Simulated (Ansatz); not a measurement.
## Relativity in Rh

```xyz
1
Lattice="-1.5352 1.5352 1.5352 1.5352 -1.5352 1.5352 1.5352 1.5352 -1.5352" Properties=species:S:1:pos:R:3 pbc="T T T"
Rh    0.0000    0.0000    0.0000
```

The structure comes from a relaxation in the same program, started in the bcc type, and has space group Im-3m. Whether it is a known phase or the ground state wasn't checked.

Spin polarisation is left out, and whether a magnetic state lies lower isn't shown here.

One fixed cell is solved with PBE by all-electron LAPW in Ansatz 0.2.0 under different relativistic treatments. Pressure is positive in compression.

Sampling and basis: a Γ-centred 16×16×16 k mesh, Fermi–Dirac smearing of 0.05 eV, basis error target 0.5 meV/atom, no spin polarisation.

| setting | P (GPa) | lowest level at Γ above −25 eV, from the valence-band top or, without a gap, the Fermi level (eV) |
| --- | --- | --- |
| scalar-relativistic | ? | -7.40 |
| non-relativistic | 8.28 | ? |
| with spin–orbit coupling | 0.21 | -7.43 |

(1) Fill in "lowest level at Γ above −25 eV, from the valence-band top or, without a gap, the Fermi level (eV)" for the row "non-relativistic".

(2) What belongs in the row "scalar-relativistic", column "P (GPa)"?

Results:

(1) -6.40.

(2) -0.05.
